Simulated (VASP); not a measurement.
# Be (P1) in VASP: a series of runs

Runs on Be. Level: PBE. Tasks: single point.

All numbers are computed with VASP 6.6.1; they aren't measurements. Logs are shortened: lines on timing, memory, paths and dates and some standing lists are left out, and cuts for length are marked.

### Step 1. Starting point

The typed cell holds 36 atoms: a = 7.092 Å, b = 7.092 Å, c = 7.409 Å, α = 90.00°, β = 90.00°, γ = 120.00°.

The cell was built by a generator and needn't be a form met in nature.

### Step 2. Single point, PBE

The input, INCAR:

```
  PREC = Accurate
  ENCUT = 520
  EDIFF = 1E-6
  ISMEAR = -1
  SIGMA = 0.17
  LREAL = Auto
  LASPH = True
  NELM = 100
  ALGO = Fast
  ISIF = 2
  LWAVE = False
  LCHARG = False
  GGA = PE
  NBANDS = 60
```

The input, KPOINTS:

```
regular mesh
0
Gamma
  2 2 2
```

The input, POSCAR:

```
Be
1.0
    7.0917640000      0.0000000000      0.0000000000
   -3.5458820000      6.1416480000      0.0000000000
    0.0000000000      0.0000000000      7.4085300000
Be
36
Direct
    0.0366552829     -0.0158915001      0.0573933020
    0.1116671571      0.2059056462      0.2830116096
   -0.0528737063     -0.0537152243      0.4842391136
    0.0869361969      0.1481524177      0.7614196069
    0.0209302305      0.2424593529      0.0114192694
    0.0428756813      0.4833393252      0.2415053999
   -0.0071503261      0.2782640750      0.5170391427
    0.1614409556      0.5809841267      0.7718670236
   -0.0127175581      0.6283655462      0.0171828959
    0.0460687948      0.7760294957      0.3004644646
   -0.0131945931      0.5761971380      0.4972376436
    0.0418235507      0.8029603781      0.7559934292
    0.3121708270     -0.0734819058     -0.0424375686
    0.4440207502      0.1678539701      0.2823502098
    0.2946823691     -0.1134223257      0.5067537015
    0.4082193470      0.1829150743      0.7632013368
    0.3817495129      0.2963374000      0.0314367358
    0.4319196388      0.4980910661      0.2646138978
    0.2986486075      0.2577484089      0.5028257968
    0.4517749502      0.5030571599      0.7960013660
    0.3338806284      0.6489789060      0.0496859701
    0.4606228201      0.8566918847      0.2454063087
    0.3575579175      0.6234320169      0.5173765916
    0.4533402694      0.8361762185      0.7550350744
    0.6443093883     -0.0360163917      0.0170614143
    0.7954690193      0.1105729277      0.2589177610
    0.6401795526     -0.0753543674      0.4845765624
    0.8158577776      0.1516042600      0.7410241978
    0.6670573125      0.2717837297     -0.0465949385
    0.7047113808      0.4620421099      0.1878510312
    0.6450004375      0.2472137771      0.4717130119
    0.7705423520      0.5221562682      0.7048496800
    0.6914859380      0.6264605200     -0.0215697311
    0.7420634622      0.8035628222      0.2764516038
    0.6551066406      0.5630084954      0.4560688828
    0.7871838413      0.8396280607      0.8012925641
```

Potentials or basis: VASP PAW PBE potentials, release 64 (Be).

On the command line:

```
$ cat potpaw_PBE.64/Be/POTCAR > POTCAR
$ mpirun -np 1 vasp_std > vasp.out
```

OUTCAR:

```text
PREC = Accurate
   ENCUT = 520
   EDIFF = 1E-6
   ISMEAR = -1
   LREAL = Auto
   LASPH = True
   NELM = 100
   ISIF = 2
   GGA = PE

 ion  position               nearest neighbor table
   1  0.037  0.984  0.057-   5 1.92   2 2.17  13 2.31  17 2.35  10 2.35   9 2.39
   2  0.112  0.206  0.283-  26 2.00  19 2.01   7 2.10   5 2.17   1 2.17  18 2.18   3 2.20   6 2.27

   3  0.947  0.946  0.484-  34 2.01  27 2.10  10 2.16   2 2.20   7 2.22  19 2.37
   4  0.087  0.148  0.761-  28 1.94   5 2.10  16 2.17  36 2.18   7 2.28  12 2.31  19 2.32
   5  0.021  0.242  0.011-   1 1.92   4 2.10   2 2.17  26 2.30   6 2.36  28 2.37
   6  0.043  0.483  0.242-   9 2.09  11 2.11  10 2.11   2 2.27  21 2.29  26 2.33  30 2.36   5 2.36

   7  0.993  0.278  0.517-  28 2.00   2 2.10  11 2.14   3 2.22  19 2.25   4 2.28  26 2.32
   8  0.161  0.581  0.772-  24 1.96  12 2.13  23 2.27   9 2.31  21 2.32  11 2.37
   9  0.987  0.628  0.017-   6 2.09  33 2.11  30 2.15  12 2.22  13 2.26  10 2.29   8 2.31   1 2.39

  10  0.046  0.776  0.300-  11 1.93   6 2.11   3 2.16  15 2.16  34 2.27   9 2.29   1 2.35
  11  0.987  0.576  0.497-  10 1.93  32 2.07   6 2.11   7 2.14  15 2.19  35 2.33   8 2.37  31 2.39

  12  0.042  0.803  0.756-  36 1.98  32 1.99   8 2.13   9 2.22  13 2.23   4 2.31
  13  0.312  0.927  0.958-  24 2.07  16 2.15  21 2.16  12 2.23   9 2.26  25 2.28   1 2.31
  14  0.444  0.168  0.282-  31 1.87  30 2.10  19 2.19  17 2.21  22 2.28
  15  0.295  0.887  0.507-  23 2.13  10 2.16  11 2.19  24 2.28  22 2.33  27 2.33
  16  0.408  0.183  0.763-  29 2.14  13 2.15  20 2.15   4 2.17  17 2.19  19 2.24
  17  0.382  0.296  0.031-  18 2.16  20 2.17  16 2.19  29 2.19  14 2.21  30 2.30  33 2.31   1 2.35
[... 10 lines left out ...]
  25  0.644  0.964  0.017-  22 2.04  26 2.08  29 2.16  21 2.23  13 2.28  24 2.28  36 2.29
  26  0.795  0.111  0.259-   2 2.00  34 2.02  27 2.07  25 2.08  22 2.15   5 2.30   7 2.32   6 2.33
                            31 2.37
  27  0.640  0.925  0.485-  34 2.06  26 2.07  23 2.09  22 2.09   3 2.10  31 2.27  24 2.31  15 2.33

  28  0.816  0.152  0.741-   4 1.94   7 2.00  36 2.16  29 2.28   5 2.37
  29  0.667  0.272  0.953-  30 2.13  16 2.14  25 2.16  17 2.19  28 2.28
  30  0.705  0.462  0.188-  33 1.97  14 2.10  29 2.13  18 2.15   9 2.15  35 2.20  17 2.30   6 2.36

  31  0.645  0.247  0.472-  14 1.87  35 2.21  27 2.27  26 2.37  11 2.39
  32  0.771  0.522  0.705-  12 1.99  11 2.07  35 2.09  20 2.30  36 2.31  33 2.32
  33  0.691  0.626  0.978-  36 1.86  30 1.97  20 2.00   9 2.11  17 2.31  32 2.32
  34  0.742  0.804  0.276-  35 2.00   3 2.01  26 2.02  27 2.06  18 2.18  22 2.22  10 2.27
  35  0.655  0.563  0.456-  18 2.00  34 2.00  32 2.09  30 2.20  31 2.21  11 2.33
  36  0.787  0.840  0.801-  33 1.86  12 1.98  28 2.16   4 2.18  25 2.29  32 2.31  24 2.38  20 2.38

  LATTYP: Found a hexagonal cell.
 ALAT       =     7.0917640000
 C/A-ratio  =     1.0446667430

  Lattice vectors:

 A1 = (   7.0917640000,   0.0000000000,   0.0000000000)
 A2 = (  -3.5458820000,   6.1416480000,   0.0000000000)
 A3 = (   0.0000000000,   0.0000000000,   7.4085300000)

Analysis of symmetry for initial positions (statically):
=====================================================================
 Subroutine PRICEL returns:
 Original cell was already a primitive cell.

 Routine SETGRP: Setting up the symmetry group for a
 hexagonal supercell.

 Subroutine GETGRP returns: Found  1 space group operations
 (whereof  1 operations were pure point group operations)
 out of a pool of 24 trial point group operations.

The static configuration has the point symmetry C_1 .

Analysis of symmetry for dynamics (positions and initial velocities):
=====================================================================
 Subroutine PRICEL returns:
 Original cell was already a primitive cell.

 Routine SETGRP: Setting up the symmetry group for a
 hexagonal supercell.

 Subroutine GETGRP returns: Found  1 space group operations
 (whereof  1 operations were pure point group operations)
 out of a pool of 24 trial point group operations.

[... 43 lines left out ...]
   NELECT =      72.0000    total number of electrons
   NUPDOWN=      -1.0000    fix difference up-down
   EMIN   =  10.00;   EMAX   =-10.00  energy-range for DOS
   EFERMI =   0.00;   METHOD = LEGACY
   ISMEAR =    -1;   SIGMA  =   0.17  broadening in eV -4-tet -1-fermi 0-gaus
   EFERMI_NEDOS =   21; number of points for ismear=-14 and -15
   IALGO  =     68    algorithm
   IMIX   =      4    mixing-type and parameters
     AMIX     =   0.40;   BMIX     =  1.00
     AMIX_MAG =   1.60;   BMIX_MAG =  1.00
  volume/ion in A,a.u.               =       8.96        60.49
  Fermi-wavevector in a.u.,A,eV,Ry     =   0.992953  1.876409 13.414734  0.985955
  Thomas-Fermi vector in A             =   2.124801
   LORBIT       =      0    0 simple, 1 ext, 2 COOP (PROOUT), +10 PAW based schemes
   GGA     = PE    functional components
   LHFCALC =     F    Hartree Fock is set to
   AEXX    =    0.0000 exact exchange contribution
   IVDW    =     0    specifies the selected vdW correction
   LEPSILON=     F    determine dielectric tensor
   LRPA    =     F    only Hartree local field effects (RPA)
 non-spin polarized calculation
 RMM-DIIS sequential band-by-band and
  energy-cutoff  :      520.00
  volume of cell :      322.68
 maximum number of plane-waves:      8704
 NGX is ok and might be reduce to    54
   NGX = 27   NGY = 27   NGZ = 27

 number of electron      72.0000000 magnetization

 Free energy of the ion-electron system (eV)
  ---------------------------------------------------
  ext. energy  EPLUGINS =         0.00000000
  ---------------------------------------------------
  free energy    TOTEN  =      -124.26596376 eV

  energy without entropy =     -123.67349399  energy(sigma->0) =     -123.96972888

 E-fermi :   5.6293     XC(G=0): -10.1520

 val. band max:        5.6040862169   @ k =   0.5000   0.5000   0.0000
 cond. band min:       5.7370675180   @ k =   0.0000   0.5000   0.0000
 fundamental gap:      0.1329813011
 Fermi energy:         5.6292792276

 k-point     1 :       0.0000    0.0000    0.0000
  band No.  band energies     occupation
      1      -4.6938      2.00000
      2      -2.8184      2.00000
      3      -2.5167      2.00000
      4      -2.0869      2.00000
      5      -1.9031      2.00000
      6      -1.7362      2.00000
[... 397 lines left out ...]
     47       8.2267      0.00000
     48       8.3934      0.00000
 [bands above 48 left out]

------------------------ aborting loop because EDIFF is reached ----------------------------------------

  FORCE on cell =-STRESS in cart. coord.  units (eV):
  Direction    XX          YY          ZZ          XY          YZ          ZX
  --------------------------------------------------------------------------------------
  -------------------------------------------------------------------------------------
  Total       -4.3363808     -7.3572003     -6.0736979     -2.8889748     -3.1045313      3.4279379
  in kB      -21.5311266    -36.5301894    -30.1573050    -14.3444234    -15.4147109     17.0204991
  external PRESSURE =     -29.4062070 kB  Pullay stress =       0.0000000 kB

 VOLUME and BASIS-vectors are now :
 -----------------------------------------------------------------------------
  energy-cutoff  :      520.00
  volume of cell :      322.68
      direct lattice vectors                 reciprocal lattice vectors
     7.091764000  0.000000000  0.000000000     0.141008640  0.081411374  0.000000000
    -3.545882000  6.141648000  0.000000000     0.000000000  0.162822747  0.000000000
     0.000000000  0.000000000  7.408530000     0.000000000  0.000000000  0.134979544

 POSITION                                       TOTAL-FORCE (eV/Angst)
 -----------------------------------------------------------------------------------
     -3.22958      6.04405      0.42520         0.547629     -1.940333     -0.542364
      0.06180      1.26460      2.09670         1.106652     -0.147553     -1.088394
      3.36138      5.81175      3.58750         1.025930      0.347053      1.479774
      0.09120      0.90990      5.64100         1.728719      0.220705     -0.377964
     -0.71130      1.48910      0.08460        -1.878053      2.008942     -0.037202
     -1.40980      2.96850      1.78920         1.018915     -0.691664      0.517960
[... 28 lines left out ...]
      2.64950      3.45780      3.37880         0.331144      0.156880      1.048111
      2.60530      5.15670      5.93640        -1.290007      0.991053     -1.807490
 -----------------------------------------------------------------------------------
    total drift:                               -0.000743     -0.000282     -0.001242

  FREE ENERGIE OF THE ION-ELECTRON SYSTEM (eV)
  ---------------------------------------------------
  free  energy   TOTEN  =      -124.2659637620 eV

  energy  without entropy=     -123.6734939890  energy(sigma->0) =     -123.96972888
```

Wall time 5.8 min (1 thread of Intel Xeon Platinum 8259CL at 2.50GHz (Skylake/Cascade Lake), shared host); peak memory 0.43 GiB.

What came out:

```
Free energy            : -124.2660 eV
Pressure               : -2.9 GPa
Largest force          : 2.750 eV/Å
Band gap on the k mesh : none (metal or under the smearing width)
```

Forces on the atoms (eV/Å):
```
Be   0.548 -1.940 -0.542
Be   1.107 -0.148 -1.088
Be   1.026  0.347  1.480
Be   1.729  0.221 -0.378
Be  -1.878  2.009 -0.037
Be   1.019 -0.692  0.518
Be   0.185  0.239 -0.869
Be  -0.952 -1.609 -0.210
Be   0.150 -0.108 -0.456
Be  -0.243  1.162 -1.940
Be  -0.417 -0.039  1.284
Be   1.269  1.241  0.041
Be  -0.066  0.323  1.539
Be  -1.620 -0.924 -1.671
Be   0.029  1.266  0.068
Be   0.723 -0.516 -0.812
Be  -0.734 -0.485 -0.284
Be  -0.494 -0.008 -0.283
Be   0.724  0.376  1.245
Be  -1.295  0.139 -1.533
Be   0.077 -1.498 -1.915
Be  -0.596 -0.010  1.297
Be  -0.130 -1.089 -0.085
Be   1.454  0.945 -0.313
Be   0.871 -0.860 -1.208
Be  -0.819  1.431 -0.043
Be  -0.344  0.481  1.409
Be  -2.385 -0.180  0.796
Be   0.137  0.432  0.522
Be   0.846  0.312  1.738
Be   1.290  0.794  1.867
Be  -0.102 -1.396  1.364
Be  -0.205 -0.832  1.093
Be   0.055 -0.533 -1.833
Be   0.331  0.157  1.048
Be  -1.290  0.991 -1.807
```

Levels at points of the mesh, in eV from the Fermi level:
```
           k point  band 32  band 33  band 34  band 35  band 36  band 37  band 38  band 39  band 40  band 41
(0.00, 0.00, 0.00)    -0.50    -0.31    -0.29    -0.16    -0.09     0.12     0.22     0.41     0.56     0.81
(0.50, 0.00, 0.00)    -1.22    -0.89    -0.32    -0.05    -0.04     0.23     0.75     0.88     1.11     1.24
(0.00, 0.50, 0.00)    -1.09    -0.82    -0.67    -0.43     0.11     0.21     0.84     1.00     1.27     1.38
(0.50, 0.50, 0.00)    -0.98    -0.79    -0.67    -0.12    -0.03     0.25     0.72     1.00     1.24     1.38
(0.00, 0.00, 0.50)    -1.23    -1.09    -0.90    -0.71    -0.50    -0.26    -0.16    -0.12     0.17     1.98
(0.50, 0.00, 0.50)    -1.55    -1.07    -0.93    -0.62    -0.50     0.67     1.03     1.10     1.25     1.60
(0.00, 0.50, 0.50)    -1.30    -1.25    -1.10    -1.00    -0.58     0.95     1.17     1.20     1.45     1.64
(0.50, 0.50, 0.50)    -1.31    -1.06    -0.97    -0.88    -0.67     0.92     1.07     1.27     1.50     1.71
```

Caveat: the k mesh is coarse (spacing up to 0.51 Å⁻¹), so the values aren't converged; forces of over 1 eV/Å show positions far from the minimum, so gaps and moduli don't describe the material at rest.

[end of part 1 of 2]
